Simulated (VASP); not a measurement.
Mg, 1 atom in the cell. The structure is tetragonal, space group I4/mmm (No. 139). Conventional cell: a = 3.672 Å, b = 3.672 Å, c = 3.359 Å, α = 90.00°, β = 90.00°, γ = 90.00°. Mg (site symmetry 4/mmm) is surrounded by 10 Mg at 3.09 to 3.36 Å. This isn't the form of Mg at room conditions, which is hcp.

```yaml
Program: VASP 6.6.1
Task: single point
Functional: PBE
Potentials_or_basis: VASP PAW PBE potentials, release 64 (Mg)
Cutoff: 520 eV
k_mesh: 6 × 6 × 6
Occupations: gaussian, width 0.1 eV
Spin: no spin polarisation
Dipole_correction: no
Further_INCAR_settings: ALGO = Normal; EDIFF = 1e-07; NBANDS = 7
```

Potentials or basis: VASP PAW PBE potentials, release 64 (Mg).

Launch:

```sh
$ cat potpaw_PBE.64/Mg/POTCAR > POTCAR
$ mpirun -np 1 vasp_std > vasp.out
```

Hardware: 1 thread of Intel(R) Xeon(R) Platinum 8375C CPU @ 2.90GHz (Ice Lake) (shared host).

**Question.** How long does it take, and how much memory?

**Answer.** Wall time 8.9 s on 1 thread of Intel(R) Xeon(R) Platinum 8375C CPU @ 2.90GHz (Ice Lake), with other jobs on the host, peak memory 0.13 GiB. Counts: scf iterations 11, k points 30.
